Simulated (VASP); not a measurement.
AlCu, 2 atoms in the cell. The structure is cubic, space group Pm-3m (No. 221). Conventional cell: a = 2.998 Å, b = 2.998 Å, c = 2.998 Å, α = 90.00°, β = 90.00°, γ = 90.00°. Cu (site symmetry m-3m) has 8 Al at 2.60 Å as nearest neighbours. Around Al (site symmetry m-3m) lie 8 Cu at 2.60 Å. The cell comes from a database or a generator and needn't be the stable form of this composition.

* Program: VASP 6.6.1
* Task: single point
* Functional: r2SCAN
* Potentials or basis: VASP PAW PBE potentials, release 64 (Cu, Al)
* Cutoff: 900 eV
* k mesh: 19 × 19 × 19
* Occupations: fermi-dirac, width 0.1 eV
* Spin: no spin polarisation
* Further INCAR settings: ADDGRID = False; ALGO = Normal; EDIFF = 1e-08

Potentials or basis: VASP PAW PBE potentials, release 64 (Cu, Al).

Run with:

```sh
$ cat potpaw_PBE.64/Cu/POTCAR potpaw_PBE.64/Al/POTCAR > POTCAR
$ mpirun -np 1 vasp_std > vasp.out
```

Hardware: 1 thread of Intel(R) Xeon(R) 6975P-C (Granite Rapids) (shared host).

Task: How long does it take, and how much memory?

Result: Run time: 5.4 min on 1 thread of Intel(R) Xeon(R) 6975P-C (Granite Rapids) (shared host), peak memory 0.3 GiB. Counts: scf iterations 17, k points 220.
